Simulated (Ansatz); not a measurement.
Here is an Ansatz 0.2.0 calculation.

The input input.yaml:

```yaml
crystal:
  lattice:
    - [0.01128, 2.256, 2.256]
    - [2.256, 0.01128, 2.256]
    - [2.26728, 2.26728, 0.0]
  atoms:
    - { symbol: Hf, position: [0.0, 0.0, 0.0] }
    - { symbol: "N", position: [0.5, 0.5, 0.5] }
kpoints:
  mp_grid: { grid: [10, 10, 10] }
scf:
  occupations: { method: fermi_dirac, width: 0.05 }
hamiltonian:
  xc: pbe
  pseudopotentials: { kind: all_electron, lapw: { basis_error: 0.001 } }
output:
  forces: true
  stress: true
  eigenvalues: true
```

Potentials or basis: all-electron LAPW, scalar-relativistic.

Run with:

```bash
$ ansatz run input.yaml --threads 1 --pin off --max-ram 3072MiB --backend cpu --events-out ev --progress --plain --runs-dir out
```

Q: What does it give for the pressure?

A: 6.7 GPa.

Q: Estimate the band gap on the k mesh.

A: None (metal or under the smearing width).

Stress tensor (GPa, compression positive):
```
 6.65 -1.02  0.00
-1.02  6.65  0.00
 0.00  0.00  6.71
```

The run has no spin-orbit coupling, so splittings on Hf are missing.
